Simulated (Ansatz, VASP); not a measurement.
# NiO in VASP and in Ansatz

```
Ni O
1.0
     0.00000    2.13529    2.13529
     2.13529    0.00000    2.13529
     2.13529    2.13529    0.00000
Ni O
1 1
Direct
  0.00000 0.00000 0.00000
  0.50000 0.50000 0.50000
```

Alike in both runs: task single point; functional r2SCAN; k mesh 12 × 12 × 12; occupations gaussian, width 0.02 eV; collinear spin.

```csv
,VASP,Ansatz
version,VASP 6.6.1,Ansatz 0.2.0
potentials or method,"VASP PAW PBE potentials, release 64 (Ni, O)","scalar-relativistic, plane waves, PAW"
plane-wave cutoff (eV),520,500
valence electrons in the cell,16,24
```

Ansatz gave:

* gap on the k mesh at the Fermi level (eV): 1.00
* least direct gap on the mesh (eV): 1.89
* pressure (GPa): -11.0
* net moment per atom (μB): 1.00
* size of the moment on the site where the two differ most (μB): 1.68

Task: Which values does VASP return?

Result: gap on the k mesh at the Fermi level (eV): 0.92; least direct gap on the mesh (eV): 1.81; pressure (GPa): -11.0; net moment per atom (μB): 1.00; size of the moment on the site where the two differ most (μB): 1.70.

Site moments also hang on the region over which each program counts them. With one functional, cell and mesh, what is left measures potentials, basis and numerics. The two sets of potentials don't hold the same shells in valence. Ansatz warned: «stability_check_not_made».

Caveats: the PAW data sets were made with another functional, which shifts forces and pressure a little (VASP); a cell with one magnetic atom can't hold antiferromagnetic order, which such compounds often take. r2SCAN opens gaps a little over a GGA but as a rule still falls short of measured ones. A k mesh can miss the band edges.
